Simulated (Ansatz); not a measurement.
# Zr: the cost of one run

Method: DFT r2SCAN, scalar-relativistic, plane waves, PAW, in Ansatz 0.2.0.

1 further run of the same task is left out (set aside as unsound or not needed).

## Step 1: The system as given

The structure is cubic, space group Fm-3m (No. 225). Conventional cell: a = 4.110 Å, b = 4.110 Å, c = 4.110 Å, α = 90.00°, β = 90.00°, γ = 90.00°. Around Ti (site symmetry m-3m) lie 12 Ti at 2.91 Å.

As a file:

```cif
data_structure
_symmetry_space_group_name_H-M 'P 1'
_symmetry_Int_Tables_number 1
_cell_length_a 2.9064
_cell_length_b 2.9064
_cell_length_c 2.9064
_cell_angle_alpha 60.000
_cell_angle_beta 60.000
_cell_angle_gamma 60.000
_cell_volume 17.36
loop_
_atom_site_label
_atom_site_type_symbol
_atom_site_fract_x
_atom_site_fract_y
_atom_site_fract_z
_atom_site_occupancy
Ti1 Ti 0.00000 0.00000 0.00000 1
```

It is the result of an earlier relaxation at this level (volume 17.36 Å³/atom; gap on the mesh: none (metal)).

## Step 2: The substitution Ti → Zr

Zr starts from the relaxed positions of Ti, with all lengths scaled by 1.064, a guess from tabulated radii.

## Step 3: A first look at the start (Zr)

Input file input.yaml:

```yaml
crystal:
  lattice:
    - [0.0, 2.1874114473, 2.1874114473]
    - [2.1874114473, 0.0, 2.1874114473]
    - [2.1874114473, 2.1874114473, 0.0]
  atoms:
    - { symbol: Zr, position: [0.0, 0.0, 0.0] }
basis:
  ecutwfc: 500
kpoints:
  mp_grid: { grid: [8, 8, 8] }
hamiltonian:
  xc: r2scan
scf:
  occupations: { method: gaussian, width: 0.1 }
output:
  forces: true
  stress: true
  eigenvalues: true
```

Launch:

```bash
> ansatz run input.yaml --threads 1 --pin off --max-ram 2560MiB --backend cpu --events-out ev --progress --plain --runs-dir out
```

**Question.** How long does this run take on 1 thread of Oxide Virtual Turin-like (Zen 5), shared host, and how much memory does it need?

About 1.4 s, with a peak of 0.38 GiB.
